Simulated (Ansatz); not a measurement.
# I: band structure with PBEsol

The system is I.

```
I
1.0
     3.63503   -2.39502    0.00000
     3.63503    2.39502    0.00000
     0.00000    0.00000    9.79344
I
4
Direct
  0.64930 0.35070 0.38440
  0.14930 0.85070 0.11560
  0.35070 0.64930 0.61560
  0.85070 0.14930 0.88440
```

| Property | Result |
| --- | --- |
| Program | Ansatz 0.2.0 |
| Task | band structure |
| Functional | PBEsol |
| Potentials or basis | all-electron LAPW, scalar-relativistic |
| Cutoff | 253 eV (chosen from the basis error) |
| Basis error allowed | 0.002 eV/atom |
| k mesh | 7 × 7 × 3 |
| Occupations | fermi-dirac, width 0.05 eV |
| Spin | no spin polarisation |

- Pressure: 0.1 GPa
- Largest force: 0.759 eV/Å
- Band gap on the k mesh: 1.29 eV, indirect (least direct gap 1.38 eV)
- Band gap along the path: 1.26 eV, indirect (least direct gap 1.38 eV)

Forces in eV/Å, atoms in the order of the input:
```
I    0.000 -0.332 -0.682
I    0.000 -0.332  0.682
I    0.000  0.332  0.682
I    0.000  0.332 -0.682
```

Stress tensor (GPa, compression positive):
```
 0.01  0.00  0.00
 0.00 -0.41  0.00
 0.00  0.00  0.66
```

Levels at the corners of the path, in eV from the valence-band top:
| point | band 47 | band 48 | band 49 | band 50 | band 51 | band 52 | band 53 | band 54 |
| --- | --- | --- | --- | --- | --- | --- | --- | --- |
| Γ | -1.15 | -0.57 | -0.08 | -0.02 | 1.35 | 2.20 | 5.10 | 5.16 |
| X | -1.56 | -1.01 | -0.67 | -0.24 | 1.65 | 1.88 | 6.12 | 6.30 |
| S | -1.26 | -1.26 | -0.43 | -0.43 | 2.24 | 2.24 | 5.32 | 5.32 |
| R | -0.75 | -0.75 | 0.00 | 0.00 | 1.64 | 1.64 | 5.68 | 5.68 |
| A | -0.82 | -0.82 | -0.60 | -0.60 | 1.72 | 1.72 | 6.71 | 6.71 |
| Z | -1.04 | -1.04 | -0.05 | -0.05 | 1.59 | 1.59 | 5.57 | 5.57 |
| Γ | -1.15 | -0.57 | -0.08 | -0.02 | 1.35 | 2.20 | 5.10 | 5.16 |
| Y | -1.85 | -1.38 | -0.73 | -0.29 | 1.26 | 1.81 | 5.03 | 5.77 |

Run time: 57 s on 2 threads of AMD EPYC 7R43 64-Core Processor (Zen 3) (shared host), peak memory 0.58 GiB.

Caveat: spin-orbit coupling is left out, which moves the levels of the heavy elements.
